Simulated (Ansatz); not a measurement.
InP, 2 atoms in the cell. Symmetry: F-43m, No. 216, cubic system. Conventional cell: a = 5.861 Å, b = 5.861 Å, c = 5.861 Å, α = 90.00°, β = 90.00°, γ = 90.00°. In (site symmetry -43m) is surrounded by 4 P at 2.54 Å. P (site symmetry -43m) has 4 In at 2.54 Å as nearest neighbours. 

- Program: Ansatz 0.2.0
- Task: relaxation of cell and atoms
- Functional: PBE
- Dispersion: D3(BJ)
- Potentials or basis: all-electron LAPW, scalar-relativistic
- Basis error allowed: 0.001 eV/atom
- k mesh: 8 × 8 × 8
- Occupations: fermi-dirac, width 0.05 eV
- Spin: no spin polarisation

Potentials or basis: all-electron LAPW, scalar-relativistic.

Run with:

```console
$ ansatz run input.yaml --threads 1 --pin off --max-ram 3072MiB --backend cpu --events-out ev --progress --plain --runs-dir out
```

Hardware: 1 thread of Arm Neoverse V2, on a shared host.

Estimate the wall time of this run.

It took 20 s on 1 thread of Arm Neoverse V2, on a shared host, peak memory 0.28 GiB. Counts: scf iterations 15, plane waves 531, k points 29, bands 21, ion steps 4.
